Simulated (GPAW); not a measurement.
Crystal: Ge.

```xyz
1
Lattice="1.3971 -2.6005 0.0000 1.3971 2.6005 0.0000 0.0000 0.0000 2.6982" Properties=species:S:1:pos:R:3 pbc="T T T"
Ge    1.3971    0.0000    0.0000
```

This isn't the form of Ge at room conditions, which is diamond.

* Program: GPAW 26.7.0
* Task: relaxation of cell and atoms
* Functional: PBEsol
* Dispersion: D3(BJ)+ATM
* Potentials or basis: PAW data sets generated in the run's folder for this functional
* Cutoff: 600 eV
* Basis: pw
* k mesh: 11 × 11 × 10
* Occupations: fermi-dirac, width 0.05 eV
* Spin: no spin polarisation

At the start: pressure -6.6 GPa; volume 19.61 Å³/atom.

Task: Where does the relaxation end?

Result: Over 7 steps the energy falls by 47.0 meV/atom and the volume is 17.75 Å³/atom (-9.5 %); space group Cmmm (No. 65, to 0.05 Å).

Step by step:
```csv
step,energy change (eV),largest force (eV/Å),pressure (GPa),volume (Å³)
1,0.0000,0.0000,-6.62,19.61
2,-0.0247,0.0000,-4.60,18.94
3,-0.0443,0.0000,0.89,17.59
4,-0.0453,0.0000,0.25,17.72
5,-0.0465,0.0000,-0.33,17.82
6,-0.0468,0.0000,-0.20,17.79
7,-0.0470,0.0000,0.01,17.75
```

Final structure:
```cif
data_structure
_symmetry_space_group_name_H-M 'P 1'
_symmetry_Int_Tables_number 1
_cell_length_a 2.8016
_cell_length_b 2.8016
_cell_length_c 2.6396
_cell_angle_alpha 90.000
_cell_angle_beta 90.000
_cell_angle_gamma 121.055
_cell_volume 17.75
loop_
_atom_site_label
_atom_site_type_symbol
_atom_site_fract_x
_atom_site_fract_y
_atom_site_fract_z
_atom_site_occupancy
Ge1 Ge 0.50000 0.50000 0.00000 1
```

Caveat: later steps reuse the first step's grids; pairwise dispersion overbinds metals, which lowers pressure and volume.
